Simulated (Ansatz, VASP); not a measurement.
Two plane-wave programs on Sc

INCAR

```
SYSTEM = Sc
ALGO = Normal
EDIFF = 1E-6
ENCUT = 520
ISIF = 2
ISMEAR = -1
LASPH = .TRUE.
LCHARG = .TRUE.
LELF = .TRUE.
LREAL = .FALSE.
LVHAR = .TRUE.
LWAVE = .FALSE.
NBANDS = 12
NELM = 60
PREC = Accurate
SIGMA = 0.1
```

File KPOINTS:

```
k-points
0
G
  15 15 15
  0 0 0
```

The input POSCAR:

```
Sc
1.0
    0.0000000000      2.2395065722      2.2395065722
    2.2395065722      0.0000000000      2.2395065722
    2.2395065722      2.2395065722      0.0000000000
Sc
1
Direct
    0.0000000000      0.0000000000      0.0000000000
```

Input for Ansatz:

```yaml
crystal:
  lattice:
    - [0.0, 2.2395065722, 2.2395065722]
    - [2.2395065722, 0.0, 2.2395065722]
    - [2.2395065722, 2.2395065722, 0.0]
  atoms:
    - { symbol: Sc, position: [0.0, 0.0, 0.0] }
kpoints:
  mp_grid: { grid: [15, 15, 15] }
  band_path:
    path:
      - [0.0, 0.0, 0.0]
      - [0.5, 0.0, 0.5]
      - [0.625, 0.25, 0.625]
      - [0.375, 0.375, 0.75]
      - [0.0, 0.0, 0.0]
      - [0.5, 0.5, 0.5]
      - [0.5, 0.25, 0.75]
      - [0.5, 0.0, 0.5]
    npoints: 8
scf:
  occupations: { method: fermi_dirac, width: 0.1 }
hamiltonian:
  xc: lda
  pseudopotentials: { kind: paw }
output:
  forces: true
  stress: true
  eigenvalues: true
  populations: true
  dos: { projected: true, de: 0.2, e_range: [-14, 8] }
```

Change from the starting cell: volume scaled by 1, PAW files.

Alike in both runs: task single point; functional LDA; k mesh 15 × 15 × 15; occupations fermi-dirac, width 0.1 eV; no spin polarisation.

```csv
,VASP,Ansatz
version,VASP 6.6.1,Ansatz 0.2.0
potentials or method,"VASP PAW LDA potentials, release 64 (Sc_sv)","PAW with Ansatz's default frozen-core files, scalar-relativistic"
plane-wave cutoff (eV),520,420
valence electrons in the cell,11,11
```

|  | VASP | Ansatz | Ansatz less VASP |
| --- | --- | --- | --- |
| pressure (GPa) | 0.1 | 0.0 | -0.07 |
